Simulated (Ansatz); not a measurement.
## Calculated 14N nuclear quadrupole resonance for H₅NO

Cell: a Materials Project structure (computed, not necessarily an observed phase), taken as it stands.

```xyz
28
Lattice="4.9021 0.0000 0.0000 0.0000 6.0024 0.0000 0.0000 0.0000 8.7670" Properties=species:S:1:pos:R:3 pbc="T T T"
H     4.2852    4.2589    4.3493
H     3.6396    4.1957    2.9000
H     2.0550    2.4298    3.2545
H     3.6378    1.8770    5.0058
H     0.4150    2.4745    3.2165
H     3.0680    1.7436    8.7329
H     2.0360    3.5280    7.6001
H     3.7154    4.1254    0.6223
H     0.3961    3.5727    7.6380
H     3.7136    1.8068    7.2835
H     1.8341    4.7448    4.4177
H     1.1885    4.8080    5.8671
H     4.5060    0.5714    5.5126
H     1.1868    1.1242    3.7612
H     2.8661    0.5268    5.5505
H     0.6170    1.2577    0.0342
H     1.2625    1.1944    1.4835
H     2.8472    5.4310    1.1291
H     4.4871    5.4757    1.1670
H     1.2643    4.8783    8.1447
N     3.6780    4.8662    1.3304
N     3.6751    1.1363    5.7139
N     1.2270    4.1375    7.4366
N     1.2241    1.8649    3.0531
O     3.5580    3.8136    3.8468
O     3.7952    2.1889    8.2303
O     1.1069    5.1901    4.9202
O     1.3441    0.8123    0.5367
```

Sites (sets of like atoms) are named by element and the number of their first atom in this list.

The numbers come from a DFT calculation in Ansatz (r2SCAN, plane waves and PAW, scalar-relativistic, 500 eV cutoff, Γ-centred 4×4×3 k-points, Fermi–Dirac smearing 0.02 eV).

14N: I = 1, Q = 20.44 mb (year-2017 value). Static lattice, zero field.

Question: Predict the zero-field 14N lines of each site.

Answer: For I = 1 the lines are ν± = (3/4)|C_Q|(1 ± η/3) and ν₀ = |C_Q|η/2.

```json
{"site": "N", "atoms": "21, 22, 23, 24", "V_zz (10²¹ V/m²)": "-6.99", "C_Q (MHz)": "-3.46", "η": "0.03", "line frequencies (MHz)": "0.0432, 2.57, 2.61"}
```

At N V_zz stands upright on the plane through its three neighbours (within 1°).

The largest force is 0.7 eV/Å, so the atoms aren't at the calculated equilibrium and relaxing them would move these values.
